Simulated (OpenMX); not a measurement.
# C under changes of volume

One of the cells (5.672 Å³/atom); the others are scaled copies at fixed shape and fractional positions:

```xyz
2
Lattice="0.0000 1.7834 1.7834 1.7834 0.0000 1.7834 1.7834 1.7834 0.0000" Properties=species:S:1:pos:R:3 pbc="T T T"
C     2.6751    2.6751    2.6751
C     1.7834    1.7834    1.7834
```

This isn't the form of C at room conditions, which is graphite.

```yaml
Program: OpenMX 3.8.5
Functional: PBE
Potentials_or_basis: OpenMX 2013 PBE set, C6.0-s2p2d1, fixed grid of 21 × 21 × 21 points
k_mesh: 13 × 13 × 13
Occupations: fermi-dirac, width 0.05 eV
Spin: no spin polarisation
```

| volume (Å³/atom) | energy over the lowest point (meV/atom) | gap on the mesh (eV) |
| --- | --- | --- |
| 5.332 | 34.99 | 4.45 |
| 5.445 | 16.04 | 4.40 |
| 5.558 | ? | ? |
| 5.672 | 0.00 | 4.31 |
| 5.785 | 1.70 | 4.26 |
| 5.899 | 9.14 | 4.22 |
| 6.012 | 21.75 | 4.18 |

Q: What does the run at 5.558 Å³/atom give?

A: Energy over the lowest point 4.57 meV/atom; gap on the mesh 4.35 eV.

Worked out: A Birch-Murnaghan fit of order 3 (a polynomial in V^(-2/3)) to the other rows has its minimum at 5.70 Å³/atom with B0 = V·E''(V) = 436 GPa and B' = 3.7. It gives 4.61 meV/atom at 5.558 Å³/atom, against the run's 4.57. A straight line through the other rows of the gap, of slope -2.26 eV per unit of ln V, gives 4.35 eV, against the run's 4.35.

Energies are extrapolated to zero smearing.

Caveats: an odd mesh through Γ misses points on the zone boundary, where band edges often lie; the basis of atomic orbitals isn't converged, which shifts pressures, moduli and gaps.
